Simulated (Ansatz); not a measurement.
# Ba on Nb(100): change of the work function, part 5 of 5

Wanted: Δφ(θ) for Ba/Nb(100), starting from the top site.

Ansatz 0.2.0; plane-wave DFT, PBE, Ansatz PAW (the session's first sound run).

So far, work function, upper face (eV): step 2 (the clean slab) 3.60; step 3 (the covered slab, coverage 0.25 ML) 2.18; step 4 (adsorbate added, coverage 0.5 ML) 2.52; step 6 (the slab at 0.25 ML, atoms frozen) 2.18; step 7 (the substrate of the 0.25 ML cell alone) 3.59.

### Step 11. Varying the input: hamiltonian.dispersion = "d3bj"

This step: plane-wave DFT, PBE, Ansatz PAW, but for the change named below (Ansatz 0.2.0).

System of this step: Nb(100). The cell holds 5 atoms: 5 Nb. Its edges and angles: a = 3.300 Å, b = 3.300 Å, c = 24.600 Å, α = 90.0°, β = 90.0°, γ = 90.0°. Vacuum lies along c.

Another changed input: it repeats the earlier run at 0 ML with hamiltonian.dispersion to d3bj.

input.yaml reads:

```yaml
crystal:
  lattice:
    - [3.3, 0.0, 0.0]
    - [0.0, 3.3, 0.0]
    - [0.0, 0.0, 24.6]
  atoms:
    - { symbol: Nb, position: [0.0, 0.0, 0.3658536585] }
    - { symbol: Nb, position: [0.5, 0.5, 0.4329268293] }
    - { symbol: Nb, position: [0.0, 0.0, 0.5] }
    - { symbol: Nb, position: [0.5, 0.5, 0.5670731707] }
    - { symbol: Nb, position: [0.0, 0.0, 0.6341463415] }
kpoints:
  mp_grid: { grid: [9, 9, 1] }
hamiltonian:
  xc: pbe
  dispersion: d3bj
scf:
  occupations: { method: fermi_dirac, width: 0.1 }
  convergence: { dr2_threshold: 1.0e-08 }
efield:
  axis: 3
  dipole_correction: true
  ramp_position: 0.97
  ramp_width: 0.06
relax:
  f_tol: 0.02
  max_steps: 60
  constraints: [{ sites: [0, 1] }]
output:
  write_potential: true
  write_density: true
  volumetric_format: npy
```

On the command line:

```sh
$ ansatz run input.yaml --threads 4 --pin off --max-ram 12288MiB --backend cpu --events-out ev --progress --plain --runs-dir out
```

Numbers of over 12 decimals in the logs are rounded to 6 here.

The program printed:

```text
[...]
Crystal: 5 atoms, lattice volume = 267.894 Å³
Basis set: ecut = 420 eV, 5307 PW (Γ), exchange–correlation on 48×48×360 points (8 copies of the dense FFT grid, shifted against one another)
Bands: 39, of which v1, the nominal top of the filled ones, is band 33 counted from 1 (32 counted from 0)
Symmetry: 8 space group operations
k-points: 15 of 81
[...]
SCF iter   1: F=—  HF=-22760.726145 eV  |F-HF|=—  |Δ(HF+E_count)|=         —  Δρ=8.16e-3  dr2=2.43e0  ethr=1.77e-3  p=0.000 e·Å  D=1.38e-14 V/Å  ΔV_dip=-0.00 eV  dr2_dipole=4.47e-9  V_vac-E_F(+/−)=3.96/3.96 eV  ⟨swp⟩=8.3  Hψ=2741  notcnv=0
[...]
SCF iter  10: F=-22760.639780 eV  HF=-22760.639780 eV  |F-HF|=7.02e-10  |Δ(HF+E_count)|=   7.63e-9  Δρ=4.56e-7  dr2=9.39e-10  ethr=1.54e-11  p=0.000 e·Å  D=6.66e-9 V/Å  ΔV_dip=-0.00 eV  dr2_dipole=3.45e-14  V_vac-E_F(+/−)=3.72/3.72 eV  ⟨swp⟩=9.4  Hψ=4138  notcnv=0
SCF 1 converged in 10 iterations: F = -22760.639780 eV  dr2 = 9.39e-10
[...]
relax step   1: F+E_penalty+E_count = -22760.63978045 eV  Δ(F+E_penalty+E_count) = +0.000e0 eV  max|allowed force component| = 1.330e0 eV/Å  Δτ_max = 0.0000 Å  (10 SCF iters, accepted)
[...]
SCF iter   9: F=-22760.765046 eV  HF=-22760.765046 eV  |F-HF|=2.81e-9  |Δ(HF+E_count)|=   4.06e-8  Δρ=1.08e-6  dr2=7.51e-9  ethr=1.54e-11  p=0.010 e·Å  D=6.59e-3 V/Å  ΔV_dip=-0.16 eV  dr2_dipole=1.92e-9  V_vac-E_F(+/−)=3.57/3.73 eV  ⟨swp⟩=10.3  Hψ=4256  notcnv=0
SCF 2 converged in 9 iterations: F = -22760.765046 eV  dr2 = 7.51e-9
relax step   2: F+E_penalty+E_count = -22760.76504581 eV  Δ(F+E_penalty+E_count) = -1.253e-1 eV  max|allowed force component| = 8.818e-1 eV/Å  Δτ_max = 0.1964 Å  (9 SCF iters, accepted)
SCF iter   1: F=—  HF=-22761.022874 eV  |F-HF|=—  |Δ(HF+E_count)|=         —  Δρ=1.62e-2  dr2=6.74e0  ethr=3.10e-3  p=0.010 e·Å  D=6.59e-3 V/Å  ΔV_dip=-0.16 eV  dr2_dipole=1.38e0  V_vac-E_F(+/−)=3.56/3.72 eV  ⟨swp⟩=5.3  Hψ=1547  notcnv=0
[...]
SCF iter  10: F=-22760.787560 eV  HF=-22760.787560 eV  |F-HF|=1.87e-9  |Δ(HF+E_count)|=   1.23e-8  Δρ=5.79e-7  dr2=3.72e-9  ethr=1.54e-11  p=0.008 e·Å  D=5.13e-3 V/Å  ΔV_dip=-0.13 eV  dr2_dipole=5.54e-10  V_vac-E_F(+/−)=3.60/3.73 eV  ⟨swp⟩=9.3  Hψ=4047  notcnv=0
SCF 3 converged in 10 iterations: F = -22760.787560 eV  dr2 = 3.72e-9
relax step   3: F+E_penalty+E_count = -22760.78755983 eV  Δ(F+E_penalty+E_count) = -2.251e-2 eV  max|allowed force component| = 4.168e-1 eV/Å  Δτ_max = 0.1940 Å  (10 SCF iters, accepted)
[...]
relax step   4: F+E_penalty+E_count = -22760.80557715 eV  Δ(F+E_penalty+E_count) = -1.802e-2 eV  max|allowed force component| = 1.033e-1 eV/Å  Δτ_max = 0.0983 Å  (9 SCF iters, accepted)
SCF iter   1: F=—  HF=-22760.806794 eV  |F-HF|=—  |Δ(HF+E_count)|=         —  Δρ=9.66e-4  dr2=9.40e-3  ethr=4.46e-4  p=0.008 e·Å  D=5.26e-3 V/Å  ΔV_dip=-0.13 eV  dr2_dipole=3.18e-4  V_vac-E_F(+/−)=3.60/3.73 eV  ⟨swp⟩=2.0  Hψ=862  notcnv=0
[...]
SCF iter   8: F=-22760.806329 eV  HF=-22760.806329 eV  |F-HF|=4.22e-10  |Δ(HF+E_count)|=   3.61e-9  Δρ=2.30e-7  dr2=3.99e-10  ethr=1.54e-11  p=0.008 e·Å  D=5.42e-3 V/Å  ΔV_dip=-0.13 eV  dr2_dipole=5.48e-12  V_vac-E_F(+/−)=3.59/3.73 eV  ⟨swp⟩=9.3  Hψ=4052  notcnv=0
SCF 5 converged in 8 iterations: F = -22760.806329 eV  dr2 = 3.99e-10
relax step   5: F+E_penalty+E_count = -22760.80632891 eV  Δ(F+E_penalty+E_count) = -7.518e-4 eV  max|allowed force component| = 4.870e-3 eV/Å  Δτ_max = 0.0164 Å  (8 SCF iters, accepted)
[...]
SCF converged after 8 iterations
Free energy (F): -22760.806329 eV
[...]
Internal energy: -22760.599861 eV  (E = F + TS)
E sigma→0 (E₀):  -22760.703095 eV
Entropy (-TS):   -0.206468 eV (-41.294 meV/atom)
Fermi energy:    3.743690 eV
Dipole field:    D = 0.005428 V/Å  (p = 0.008035 e·Å, saw-weighted, corrected)
Work function:   Φ+ = 3.5946 eV   Φ− = 3.7281 eV
[...]
--- Forces (eV/Å), atoms counted from 1 ---
  atom   1  Nb    -0.00000000     0.00000000     1.41212331
  atom   2  Nb     0.00000000     0.00000000    -1.41005400
  atom   3  Nb     0.00000000     0.00000000    -0.00301869
  atom   4  Nb    -0.00000000     0.00000000     0.00486971
  atom   5  Nb     0.00000000     0.00000000    -0.00392689
  max |Σ_I F_I| component: 6.55e-6 eV/Å
--- Band table (eV; the first three rows and the last of 15) ---
  k-point 0: bands = [... 29 lower, 3.8837, 3.9353, 3.9365, 3.9365, 4.1167, 4.1167, 4.5794, 4.5873, ... 2 higher]
  k-point 1: bands = [... 29 lower, 3.4870, 3.5961, 3.7889, 3.9596, 4.0893, 4.2682, 4.3072, 4.6209, ... 2 higher]
  k-point 2: bands = [... 29 lower, 2.9934, 3.1441, 3.5667, 3.6729, 3.9915, 4.0610, 4.8150, 5.1618, ... 2 higher]
  k-point 14: bands = [... 29 lower, 2.6976, 2.7375, 3.6784, 3.7856, 5.5807, 5.5986, 5.8450, 5.9006, ... 2 higher]
--- Relaxed structure (5 steps of the walk, 5 accepted, 0 SCFs on fresh bases) ---
  F+E_penalty+E_count = -22760.80632891 eV   max|allowed force component| = 4.870e-3 eV/Å
  atoms:
    - { symbol: Nb, position: [0.0, 0.0, 0.365854] }
    - { symbol: Nb, position: [0.5, 0.5, 0.432927] }
    - { symbol: Nb, position: [0, 0.0, 0.498552] }
    - { symbol: Nb, position: [0.5, 0.5, 0.566393] }
    - { symbol: Nb, position: [0, 0.0, 0.624369] }
```

The job ended after 19 s (4 threads of Arm Neoverse V1, shared host; peak memory 0.59 GiB; 73 s of CPU time).

Step by step:

```csv
step,energy less that of the first step (eV),largest force component (eV/Å)
1,0.0000,1.3296
2,-0.1253,0.8818
3,-0.1478,0.4168
4,-0.1658,0.1033
5,-0.1665,0.0049
```

Forces are held to the 8 operations that the run works with; a distortion that breaks them can't arise in this run.

The atoms that moved most (Å):

```csv
atom,dx,dy,dz,length
Nb5,0.000,0.000,-0.241,0.241
Nb3,0.000,0.000,-0.036,0.036
Nb4,0.000,0.000,-0.017,0.017
```

The relaxed structure:

```xyz
5
Lattice="3.3000 0.0000 0.0000 0.0000 3.3000 0.0000 0.0000 0.0000 24.6000" Properties=species:S:1:pos:R:3
Nb    0.0000    0.0000    9.0000
Nb    1.6500    1.6500   10.6500
Nb    0.0000    0.0000   12.2644
Nb    1.6500    1.6500   13.9333
Nb    0.0000    0.0000   15.3595
```

This step gave:

```yaml
energy_at_zero_smearing: -22760.7031 eV
work_function_upper_face: 3.595 eV
work_function_lower_face: 3.728 eV
dipole_along_the_normal: 0.008035 e·Å
step_between_the_vacuum_levels: -0.1335 eV
```

```csv
quantity,this run,earlier run,difference
"work function, upper face (eV)",3.595,3.596,-0.0012
"work function, lower face (eV)",3.728,3.728,4.3e-4
dipole along the normal (e·Å),0.008035,0.007936,9.9e-5
```

What moves beyond 0.01 in its unit (for the dipole 0.5 % and 5e-5 e·Å): dipole along the normal (+9.9e-05 e·Å).

### Step 12. Outcome

| Quantity | Value |
| --- | --- |
| work function of the clean face | 3.60 eV |
| work function at 0.25 ML | 2.18 eV |
| work function at 0.5 ML | 2.52 eV |
| dipole per adsorbate at 0.25 ML, positive end outwards | 1.62 D |
| step of the potential from the moved charge at 0.25 ML, upper less lower side, atoms held | -1.40 eV |

Ba lowers the work function of Nb(100) at the lowest coverage, by 1.41 eV: the adsorbate layer has its positive end outwards. The slab has 5 layers, at the tabulated experimental lattice constant, one starting site was run, and quantum-size effects of a slab this thin can reach one or two tenths of an eV.

[Logs are printed without paths, hosts, clocks, repeated set-up lines and the standing remarks that a program may print on its own settings, such as how far it seeks lower states.]

[Hosts, paths, dates, database ids (printed as entryN), source tags and the programs' standing remarks are cut or masked in the printed files.]

[Maps of the electrostatic potential energy from Ansatz leave out the sawtooth potential of an applied field or a dipole correction, so their vacuum need not be flat; planar profiles and work functions include it.]
